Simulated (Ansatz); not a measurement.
Stepwise reaction of `CC(=O)[O][GeH2][O]C(C)=O` with hydrogen, as a gas-phase model of exchange steps in deposition or etching. ΔE in kJ/mol.

Isolated molecules relaxed with PBE0-D4/def2-TZVP in Ansatz; ΔE leaves out vibrations. CCSD(T)/CBS adds triple-zeta CCSD(T) − MP2 to the extrapolated MP2 energy (def2 sets, frozen cores). This one scheme is used for every species. DFT in def2-TZVPP. B3LYP here is the variant with VWN-RPA as its local correlation; programs differ in this. For Ge outer-core shells are correlated without core-valence functions, which leaves a few kJ/mol of doubt a bond. Scalar relativity is left out up to krypton. Each species was taken in one conformer, which may not be the lowest.

| step | reaction | PBE-D4 | B3LYP-D4 | ωB97M-V | CCSD(T)/CBS |
| --- | --- | --- | --- | --- | --- |
| 2 | `CC(=O)[O][GeH3]` + H₂ → GeH₄ + `CC(=O)O` | 7.0 | 11.4 | 10.1 | 13.5 |

Q: Give the row of step 1, `CC(=O)[O][GeH2][O]C(C)=O` + H₂ → `CC(=O)[O][GeH3]` + `CC(=O)O`. (Estimate.)

A: The calculation gave: 
| step | reaction | PBE-D4 | B3LYP-D4 | ωB97M-V | CCSD(T)/CBS |
| --- | --- | --- | --- | --- | --- |
| 1 | `CC(=O)[O][GeH2][O]C(C)=O` + H₂ → `CC(=O)[O][GeH3]` + `CC(=O)O` | 11.1 | 17.1 | 14.8 | 17.9 |

Q: By hand: ΔE of the 2 steps together at CCSD(T)/CBS.

A: (17.9) + (13.5) = 31.4 kJ/mol, or 15.7 kJ/mol a step.

In ΔE the steps differ by no more than 4.4 kJ/mol. All are uphill at CCSD(T)/CBS. PBE-D4 differs from CCSD(T)/CBS by -6.8 to -6.5 kJ/mol a step. Only this route is followed, and other bonds may react first. Isolated molecules leave out the surface, adducts and barriers. Largest T1 diagnostic: 0.015.
